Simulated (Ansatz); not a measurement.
Rh: one atom moved over a plane

The calculation used Ansatz, DFT r2SCAN, scalar-relativistic, plane waves, PAW. Settings: plane waves to 500 eV, k-mesh 24×24×14 (Γ-centred), Gaussian smearing 0.15 eV. No spin polarisation. Energies are free energies at this smearing, counted from the undisturbed cell; pressure is positive in compression.

The undisturbed cell (relaxed at this level; with this scan's settings it stands at 0.1 GPa; this form isn't the usual structure):

```
Rh
1.0
     2.70364    0.00000    0.00000
    -1.35182    2.34142    0.00000
     0.00000    0.00000    4.34862
Rh
2
Direct
  0.66667 0.33333 0.75000
  0.33333 0.66667 0.25000
```

Atom 1 (Rh) is moved by p along (1.000, 0.000, 0.000) and q along (0.000, 0.000, 1.000) (Å), all else fixed. Points are written (p, q).

Energy above the undisturbed cell in eV/cell (a dash: not computed):

| p \ q | -0.300 | -0.150 | 0.000 | 0.150 | 0.300 |
| --- | --- | --- | --- | --- | --- |
| -0.300 | 0.79 | 0.32 | 0.17 | 0.32 | 0.79 |
| -0.150 | 0.59 | 0.18 | 0.05 | 0.18 | 0.59 |
| 0.000 | ? | ? | 0.00 | ? | ? |
| 0.150 | 0.59 | 0.18 | 0.05 | 0.18 | 0.59 |
| 0.300 | 0.79 | 0.32 | 0.17 | 0.32 | 0.79 |

(1) Fill in the withheld energies.

## Answers

(1) (0.000, -0.300): 0.52; (0.000, -0.150): 0.13; (0.000, 0.150): 0.13; (0.000, 0.300): 0.52.